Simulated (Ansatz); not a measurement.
Ge: single point with HF

Ge:

```
CELL_PARAMETERS angstrom
2.71047 0.00000 0.00000
0.00000 2.71047 0.00000
0.00000 0.00000 2.71047
ATOMIC_POSITIONS crystal
Ge 0.00000 0.00000 0.00000
```

The cell was built by a generator and needn't be a form met in nature.

```
Program             : Ansatz 0.2.0
Task                : single point
Functional          : HF
Potentials or basis : Ansatz PAW
Cutoff              : 420 eV (not typed: the program's choice for these potentials)
k mesh              : 5 × 5 × 5
Occupations         : fermi-dirac, width 0.05 eV
Spin                : no spin polarisation
```

```yaml
Pressure: 4.6 GPa
Band_gap_on_the_k_mesh: none (metal or under the smearing width)
```

Levels at points of the mesh, in eV from the Fermi level:
```
           k point  band 4  band 5  band 6  band 7  band 8  band 9
(0.00, 0.00, 0.00)  -37.86  -37.86  -18.93   13.42   13.42   13.42
```

It took 16 s on 1 × NVIDIA H100 80GB HBM3 with 2 threads of AMD EPYC 7R13 Processor (Zen 3), on a shared host, peak memory 1.5 GiB.

Caveat: the k mesh is coarse (spacing up to 0.46 Å⁻¹), so the values aren't converged, least of all with exact exchange; the PAW data sets come from PBE, with cores solved anew for the run's functional, which leaves a small shift of forces and pressure; the thresholds are loose for stress.
